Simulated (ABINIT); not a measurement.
# SnTe (F-43m) in ABINIT: settings compared

The runs below take SnTe through single point, relaxation of cell and atoms, with PBEsol, LDA.

All numbers are computed with ABINIT 10.8.3 (patched build); they aren't measurements. Logs are shortened: lines on timing, memory, paths and dates and some standing lists are left out, and cuts for length are marked. The log counts tension as positive stress, the text compression.

## (1) The crystal as given

The structure is cubic, space group F-43m (No. 216). Conventional cell: a = 7.222 Å, b = 7.222 Å, c = 7.222 Å, α = 90.00°, β = 90.00°, γ = 90.00°. Around Te (site symmetry -43m) lie 4 Sn at 3.13 Å. Around Sn (site symmetry -43m) lie 4 Te at 3.13 Å.

Measurements of this composition are mostly on another form, of space group No. 225.

## (2) Single point, PBEsol

Input file run.abi:

```
# Pseudopotentials
pp_dirpath "./"
pseudos "Te.upf, Sn.upf"

# Structure
acell 5.1069316489 5.1069316489 5.1069316489 Angstrom
rprim
     0.0000000000     0.7071067812     0.7071067812
     0.7071067812     0.0000000000     0.7071067812
     0.7071067812     0.7071067812     0.0000000000
ntypat 2
znucl 52 50
natom 2
typat 1 2
xred
     0.2500000000     0.2500000000     0.2500000000
     0.0000000000     0.0000000000     0.0000000000

# Plane-wave basis
ecut 34.0

# k points
kptopt 1
ngkpt 5 5 5
nshiftk 1
shiftk 0.0 0.0 0.0

# Exchange and correlation
ixc -116133

# Bands and occupations
nband 19
occopt 3
tsmear 0.05 eV

# SCF cycle
nstep 100
tolvrs 1.0e-10

# Output
iomode 3
prtwf 0
prtden 0
prteig 0
prtebands 0
enunit 2
```

Potentials or basis: PseudoDojo NC SR PBEsol v0.4.1 standard.

Launch:

```bash
$ mpirun --bind-to none -np 4 abinit run.abi > log 2>&1
```

run.abo:

```text
.Version 10.8.3 of ABINIT
 Symmetries : space group F-4 3 m (#216); Bravais cF (face-center cubic)
================================================================================
 Values of the parameters that define the memory need of the present run
     intxc =       0    ionmov =       0      iscf =       7    lmnmax =       6
     lnmax =       6     mgfft =      54  mpssoang =       3    mqgrid =    3001
     natom =       2  nloc_mem =       1    nspden =       1   nspinor =       1
    nsppol =       1      nsym =      24    n1xccc =    2501    ntypat =       2
    occopt =       3   xclevel =       2
       mpw =        6041          nfft =      157464          nkpt =          10
================================================================================
================================================================================

--------------------------------------------------------------------------------
------------- Echo of variables that govern the present computation ------------
--------------------------------------------------------------------------------
 -outvars: echo values of preprocessed input variables --------
            acell      9.6507021602E+00  9.6507021602E+00  9.6507021602E+00 Bohr
              amu      1.27600000E+02  1.18710000E+02
             ecut      3.40000000E+01 Hartree
           enunit           2
              ixc     -116133
         kptrlatt        5    0    0      0    5    0      0    0    5
          kptrlen      4.82535108E+01
            natom           2
            nband          19
            ngfft          54      54      54
             nkpt          10
            nstep         100
             nsym          24
           ntypat           2
           occopt           3
           prtden           0
        prtebands           0
           prteig           0
            prtwf           0
            rprim      0.0000000000E+00  7.0710678120E-01  7.0710678120E-01
                       7.0710678120E-01  0.0000000000E+00  7.0710678120E-01
                       7.0710678120E-01  7.0710678120E-01  0.0000000000E+00
          spgroup         216
           tolvrs      1.00000000E-10
           tsmear      1.83746611E-03 Hartree
            typat      1  2
           xangst      1.8055730000E+00  1.8055730000E+00  1.8055730000E+00
                       0.0000000000E+00  0.0000000000E+00  0.0000000000E+00
            xcart      3.4120384704E+00  3.4120384704E+00  3.4120384704E+00
                       0.0000000000E+00  0.0000000000E+00  0.0000000000E+00
             xred      2.5000000000E-01  2.5000000000E-01  2.5000000000E-01
                       0.0000000000E+00  0.0000000000E+00  0.0000000000E+00
            znucl       52.00000   50.00000

================================================================================

 chkinp: Checking input parameters for consistency.

================================================================================
== DATASET  1 ==================================================================

--- !DatasetInfo
iteration_state: {dtset: 1, }
dimensions: {natom: 2, nkpt: 10, mband: 19, nsppol: 1, nspinor: 1, nspden: 1, mpw: 6041, }
cutoff_energies: {ecut:  34.0, pawecutdg:  -1.0, }
electrons: {nelect:   3.00000000E+01, charge:   0.00000000E+00, occopt:   3.00000000E+00, tsmear:   1.83746611E-03, }
meta: {optdriver: 0, ionmov: 0, optcell: 0, iscf: 7, paral_kgb: 0, }
...

 Real(R)+Recip(G) space primitive vectors, cartesian coordinates (Bohr,Bohr^-1):
 R(1)=  0.0000000  6.8240769  6.8240769  G(1)= -0.0732700  0.0732700  0.0732700
 R(2)=  6.8240769  0.0000000  6.8240769  G(2)=  0.0732700 -0.0732700  0.0732700
 R(3)=  6.8240769  6.8240769  0.0000000  G(3)=  0.0732700  0.0732700 -0.0732700
 Unit cell volume ucvol=  6.3556759E+02 bohr^3
 Angles (23,13,12)=  6.00000000E+01  6.00000000E+01  6.00000000E+01 degrees

 getcut: wavevector=  0.0000  0.0000  0.0000  ngfft=  54  54  54
         ecut(hartree)=     34.000   => boxcut(ratio)=   2.13245

--- Pseudopotential description ------------------------------------------------
- pspini: atom type   1  psp file is ./Te.upf
12 -116133 2 -1 1294                          pspcod,pspxc,lmax,lloc,mmax
     nproj     2     2     2

- pspini: atom type   2  psp file is ./Sn.upf
12 -116133 2 -1 1628                          pspcod,pspxc,lmax,lloc,mmax
     nproj     2     2     2

   2.07817961E+03                                ecore*ucvol(ha*bohr**3)
--------------------------------------------------------------------------------

================================================================================

--- !BeginCycle
iteration_state: {dtset: 1, }
solver: {iscf: 7, nstep: 100, nline: 4, wfoptalg: 0, }
tolerances: {tolvrs: 1.00E-10, }
...

     iter   Etot(hartree)      deltaE(h)  residm     vres2
 ETOT  1  -182.41309733334    -1.824E+02 5.840E-01 2.093E+02
 ETOT  2  -183.29021803091    -8.771E-01 2.209E-02 1.095E+02
 ETOT  3  -183.30215041804    -1.193E-02 9.082E-03 9.433E+00
 ETOT  4  -183.30317974167    -1.029E-03 1.798E-03 4.460E-01
 ETOT  5  -183.30320208623    -2.234E-05 1.282E-04 9.183E-02
 ETOT  6  -183.30320972782    -7.642E-06 6.033E-06 5.385E-03
 ETOT  7  -183.30320983448    -1.067E-07 1.117E-06 2.025E-03
 ETOT  8  -183.30321009836    -2.639E-07 1.198E-07 5.019E-05
 ETOT  9  -183.30321010484    -6.477E-09 4.156E-08 4.100E-06
 ETOT 10  -183.30321010510    -2.617E-10 8.509E-09 4.753E-07
 ETOT 11  -183.30321010510    -4.917E-12 3.158E-09 9.619E-09
 ETOT 12  -183.30321010510     7.958E-13 6.706E-10 7.321E-11

 At SCF step   12       vres2   =  7.32E-11 < tolvrs=  1.00E-10 =>converged.

 Cartesian components of stress tensor (hartree/bohr^3)
  sigma(1 1)=  5.53456593E-05  sigma(3 2)=  0.00000000E+00
  sigma(2 2)=  5.53456593E-05  sigma(3 1)=  0.00000000E+00
  sigma(3 3)=  5.53456593E-05  sigma(2 1)=  0.00000000E+00

--- !ResultsGS
iteration_state: {dtset: 1, }
comment   : Summary of ground state results
lattice_vectors:
- [  0.0000000,   6.8240769,   6.8240769, ]
- [  6.8240769,   0.0000000,   6.8240769, ]
- [  6.8240769,   6.8240769,   0.0000000, ]
lattice_lengths: [   9.65070,    9.65070,    9.65070, ]
lattice_angles: [ 60.000,  60.000,  60.000, ] # degrees, (23, 13, 12)
lattice_volume:   6.3556759E+02
convergence: {deltae:  7.958E-13, res2:  7.321E-11, residm:  6.706E-10, diffor: null, }
etotal    :  -1.83303210E+02
entropy   :   0.00000000E+00
fermie    :   7.48632472E-02
cartesian_stress_tensor: # hartree/bohr^3
- [  5.53456593E-05,   0.00000000E+00,   0.00000000E+00, ]
- [  0.00000000E+00,   5.53456593E-05,   0.00000000E+00, ]
- [  0.00000000E+00,   0.00000000E+00,   5.53456593E-05, ]
pressure_GPa:  -1.6283E+00
xred      :
- [  2.5000E-01,   2.5000E-01,   2.5000E-01, Te]
- [  0.0000E+00,   0.0000E+00,   0.0000E+00, Sn]
cartesian_forces: # hartree/bohr
- [ -7.39837759E-30,  -7.39837759E-30,   2.21951328E-29, ]
- [  7.39837759E-30,   7.39837759E-30,  -2.21951328E-29, ]
force_length_stats: {min:   2.45376425E-29, max:   2.45376425E-29, mean:   2.45376425E-29, }
...

 Integrated electronic density in atomic spheres:
 ------------------------------------------------
 Atom  Sphere_radius  Integrated_density
    1        2.00000         11.92843869
    2        2.00000         10.55661765
================================================================================

 ----iterations are completed or convergence reached----

 Mean square residual over all n,k,spin=   37.073E-13; max=  67.055E-11
 reduced coordinates (array xred) for    2 atoms
       0.250000000000      0.250000000000      0.250000000000
       0.000000000000      0.000000000000      0.000000000000
 rms dE/dt=  1.9626E-28; max dE/dt=  2.6926E-28; dE/dt below (all hartree)
    1       0.000000000000      0.000000000000     -0.000000000000
    2       0.000000000000      0.000000000000     -0.000000000000

 cartesian coordinates (angstrom) at end:
    1      1.80557300003104     1.80557300003104     1.80557300003104
    2      0.00000000000000     0.00000000000000     0.00000000000000

 cartesian forces (hartree/bohr) at end:
    1     -0.00000000000000    -0.00000000000000     0.00000000000000
    2      0.00000000000000     0.00000000000000    -0.00000000000000
 frms,max,avg= 1.4166815E-29 2.2195133E-29   0.000E+00  0.000E+00  0.000E+00 h/b

 cartesian forces (eV/Angstrom) at end:
    1     -0.00000000000000    -0.00000000000000     0.00000000000000
    2      0.00000000000000     0.00000000000000    -0.00000000000000
 frms,max,avg= 7.2848689E-28 1.1413196E-27   0.000E+00  0.000E+00  0.000E+00 e/A
 length scales=  9.650702160152  9.650702160152  9.650702160152 bohr
              =  5.106931648900  5.106931648900  5.106931648900 angstroms
 Fermi (or HOMO) energy (hartree) =   0.07486   Average Vxc (hartree)=  -0.29123
 Eigenvalues (hartree) for nkpt=  10  k points:
 kpt#   1, nband= 19, wtk=  0.00800, kpt=  0.0000  0.0000  0.0000 (reduced coord)
  -1.26939   -1.26939   -1.26939   -1.26931   -1.26931   -0.72239   -0.72239   -0.72239
  -0.72207   -0.72207   -0.34862   -0.11596    0.00525    0.00525    0.00525    0.11266
   0.11266    0.11266    0.22284
      occupation numbers for kpt#   1
   2.00000    2.00000    2.00000    2.00000    2.00000    2.00000    2.00000    2.00000
   2.00000    2.00000    2.00000    2.00000    2.00000    2.00000    2.00000    0.00000
   0.00000    0.00000    0.00000
 prteigrs : prtvol=0 or 1, do not print more k-points.

 Fermi (or HOMO) energy (eV) =   2.03713   Average Vxc (eV)=  -7.92489
 Eigenvalues (   eV  ) for nkpt=  10  k points:
 kpt#   1, nband= 19, wtk=  0.00800, kpt=  0.0000  0.0000  0.0000 (reduced coord)
 -34.54174  -34.54174  -34.54174  -34.53964  -34.53964  -19.65720  -19.65720  -19.65720
 -19.64857  -19.64857   -9.48648   -3.15549    0.14291    0.14291    0.14291    3.06577
   3.06577    3.06577    6.06368
 prteigrs : prtvol=0 or 1, do not print more k-points.

--- !EnergyTerms
iteration_state     : {dtset: 1, }
comment             : Components of total free energy in Hartree
kinetic             :  1.03647296679454E+02
hartree             :  5.78452869109144E+01
xc                  : -4.61065316854975E+01
Ewald energy        : -8.90825599261335E+01
psp_core            :  3.26980112403282E+00
local_psp           : -1.61127071119086E+02
non_local_psp       : -5.17493498482922E+01
internal            : -1.83303127864608E+02
'-kT*entropy'       : -8.22404952800447E-05
total_energy        : -1.83303210105104E+02
total_energy_eV     : -4.98793445029818E+03
band_energy         : -2.09636399338897E+01
...

 Cartesian components of stress tensor (hartree/bohr^3)
  sigma(1 1)=  5.53456593E-05  sigma(3 2)=  0.00000000E+00
  sigma(2 2)=  5.53456593E-05  sigma(3 1)=  0.00000000E+00
  sigma(3 3)=  5.53456593E-05  sigma(2 1)=  0.00000000E+00

-Cartesian components of stress tensor (GPa)         [Pressure= -1.6283E+00 GPa]
- sigma(1 1)=  1.62832552E+00  sigma(3 2)=  0.00000000E+00
- sigma(2 2)=  1.62832552E+00  sigma(3 1)=  0.00000000E+00
- sigma(3 3)=  1.62832552E+00  sigma(2 1)=  0.00000000E+00

== END DATASET(S) ==============================================================
================================================================================

 -outvars: echo values of variables after computation  --------
            acell      9.6507021602E+00  9.6507021602E+00  9.6507021602E+00 Bohr
           etotal     -1.8330321011E+02
            fcart     -7.3983775934E-30 -7.3983775934E-30  2.2195132780E-29
                       7.3983775934E-30  7.3983775934E-30 -2.2195132780E-29
            rprim      0.0000000000E+00  7.0710678120E-01  7.0710678120E-01
                       7.0710678120E-01  0.0000000000E+00  7.0710678120E-01
                       7.0710678120E-01  7.0710678120E-01  0.0000000000E+00
           strten      5.5345659340E-05  5.5345659340E-05  5.5345659340E-05
                       0.0000000000E+00  0.0000000000E+00  0.0000000000E+00
           xangst      1.8055730000E+00  1.8055730000E+00  1.8055730000E+00
                       0.0000000000E+00  0.0000000000E+00  0.0000000000E+00
             xred      2.5000000000E-01  2.5000000000E-01  2.5000000000E-01
                       0.0000000000E+00  0.0000000000E+00  0.0000000000E+00
 Calculation completed.
```

It took 16 s on 4 MPI ranks of Arm Neoverse V2, shared host; peak memory 0.44 GiB.

Results:

```
Free energy                                           : -4987.9345 eV
Pressure                                              : -1.6 GPa
Band gap on the k mesh                                : 0.37 eV, indirect (least direct gap 0.82 eV)
Valence electrons inside the program's atomic spheres : Te 11.93; Sn 10.56
```

Caveat: the cutoff is short for stress, so the pressure is rough; spin-orbit coupling is left out, which moves the levels of the heavy elements; an odd mesh through Γ misses points on the zone boundary, where band edges often lie.

(Part 1 of 2 ends here.)
